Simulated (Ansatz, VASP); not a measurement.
**One calculation of Au, two programs**

```xyz
4
Lattice="2.9014 0.0000 0.0000 -1.4507 2.5127 0.0000 0.0000 0.0000 24.1070" Properties=species:S:1:pos:R:3 pbc="T T T"
Au    1.4507    0.8376    8.5000
Au    0.0000    1.6751   10.8690
Au    0.0000    0.0000   13.2148
Au    1.4507    0.8376   15.6139
```

Alike in both runs: functional PBE; dispersion D3(BJ); k mesh 12 × 12 × 1; occupations gaussian, width 0.1 eV; no spin polarisation.

Ansatz relaxed the structure, and its values are those at the end. VASP's run is a single point on that final structure, the one shown.

|  | VASP | Ansatz |
| --- | --- | --- |
| version | VASP 6.6.1 | Ansatz 0.2.0 |
| potentials or method | VASP PAW PBE potentials, release 64 (Au) | scalar-relativistic, plane waves, PAW |
| plane-wave cutoff (eV) | 520 | 420 |
| valence electrons in the cell | 44 | 76 |

```tsv
	VASP	Ansatz	Ansatz less VASP
gap on the k mesh at the Fermi level (eV)	none	none	-
rms of the force components (eV/Å)	0.042	0.044	+0.0016
work function, face that differs most (eV)	5.11	5.11	+0.001
```

A gap of «none» marks a metal or a gap that the smearing closes. The two sets of potentials don't hold the same shells in valence.

The runs have no spin-orbit coupling, so splittings on Au are missing.
